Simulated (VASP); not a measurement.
Write the native input for VASP 6.6.1 that does the following.

- Task: single point
- Functional: PBE
- Potentials or basis: VASP PAW PBE potentials, release 64 (Sn_d, Te)
- Cutoff: 520 eV
- k mesh: 6 × 6 × 2
- Occupations: fermi-dirac, width 0.02 eV
- Spin: no spin polarisation
- Dipole correction: no
- Further INCAR settings: ALGO = Normal; EDIFF = 1e-06; NBANDS = 28

The structure of SnTe lies in POSCAR:

```
SnTe
1.0
    4.3938400123      0.0000000000      0.0000000000
   -2.1969200062      3.8051770708      0.0000000000
    0.0000000000      0.0000000000      7.8704071153
Sn Te
2 2
Direct
    0.0000000000      0.0000000000      0.0000000000
    0.0000000000      0.0000000000      0.5000000000
    0.3333333333      0.6666666667      0.2500000000
    0.6666666667      0.3333333333      0.7500000000
```

The cell was built by a generator and needn't be a form met in nature.

These files were run (other wordings do the same):

INCAR

```
SYSTEM = SnTe
  PREC = Accurate
  ENCUT = 520
  EDIFF = 1E-6
  ISMEAR = -1
  SIGMA = 0.02
  LREAL = .FALSE.
  LASPH = .TRUE.
  NELM = 100
  ALGO = Normal
  ISIF = 2
  LWAVE = .FALSE.
  LCHARG = .FALSE.
  GGA = PE
  NBANDS = 28
```

KPOINTS

```
Automatic mesh
0
G
  6 6 2
  0 0 0
```

Potentials or basis: VASP PAW PBE potentials, release 64 (Sn_d, Te).

Run with:

```sh
$ cat potpaw_PBE.64/Sn_d/POTCAR potpaw_PBE.64/Te/POTCAR > POTCAR
$ mpirun -np 1 vasp_std > vasp.out
```

It gave:

```
Pressure               : 0.7 GPa
Band gap on the k mesh : none (metal or under the smearing width)
```

Caveat: the k mesh is coarse (spacing up to 0.40 Å⁻¹), so the values aren't converged.

Run time: 49 s on 1 thread of Intel(R) Xeon(R) Platinum 8488C (Sapphire Rapids) (shared host), peak memory 0.27 GiB.
